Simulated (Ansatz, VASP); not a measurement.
Tl in VASP and in Ansatz

POSCAR

```
Tl
1.0
    3.4559983565      0.0000000000      0.0000000000
   -1.7279991783      2.9929823722      0.0000000000
    0.0000000000      0.0000000000      5.5250000000
Tl
2
Direct
    0.3333333333      0.6666666667      0.2500000000
    0.6666666667      0.3333333333      0.7500000000
```

File INCAR.step1:

```
SYSTEM = Tl
ALGO = Normal
EDIFF = 1E-4
ENCUT = 520
GGA = PE
ISMEAR = 0
LASPH = .True.
LCHARG = .False.
LREAL = .False.
LWAVE = .True.
NBANDS = 20
NELM = 100
PREC = Accurate
SIGMA = 0.15
```

INCAR.step2

```
SYSTEM = Tl
ALGO = Normal
EDIFF = 1E-7
ENCUT = 520
ISIF = 2
ISMEAR = 0
ISTART = 1
LASPH = .True.
LCHARG = .True.
LELF = .True.
LMIXTAU = .True.
LREAL = .False.
LVHAR = .True.
LWAVE = .False.
METAGGA = R2SCAN
NBANDS = 20
NELM = 100
PREC = Accurate
SIGMA = 0.15
```

KPOINTS

```
k-points
0
Gamma
  18 18 10
  0 0 0
```

Input for Ansatz:

```yaml
crystal:
  lattice:
    - [3.4559983565, 0.0, 0.0]
    - [-1.7279991783, 2.9929823722, 0.0]
    - [0.0, 0.0, 5.525]
  atoms:
    - { symbol: Tl, position: [0.3333333333, 0.6666666667, 0.25] }
    - { symbol: Tl, position: [0.6666666667, 0.3333333333, 0.75] }
basis:
  ecutwfc: 500
kpoints:
  mp_grid: { grid: [18, 18, 10] }
hamiltonian:
  xc: r2scan
scf:
  occupations: { method: gaussian, width: 0.15 }
output:
  forces: true
  stress: true
  eigenvalues: true
```

Alike in both runs: task single point; functional r2SCAN; k mesh 18 × 18 × 10; occupations gaussian, width 0.15 eV; no spin polarisation.

|  | VASP | Ansatz |
| --- | --- | --- |
| version | VASP 6.6.1 | Ansatz 0.2.0 |
| potentials or method | VASP PAW PBE potentials, release 64 (Tl_d) | scalar-relativistic, plane waves, PAW |
| plane-wave cutoff (eV) | 520 | 500 |
| valence electrons in the cell | 26 | 26 |

```csv
,VASP,Ansatz,Ansatz less VASP
gap on the k mesh at the Fermi level (eV),none,none,-
pressure (GPa),1.9,1.9,+0.02
largest component of the traceless stress (GPa),0.20,0.20,-0.001
```

A gap of «none» marks a metal or a gap that the smearing closes.

Caveats: the PAW data sets were made with another functional, which shifts forces and pressure a little (VASP). The runs have no spin-orbit coupling, so splittings on Tl are missing.
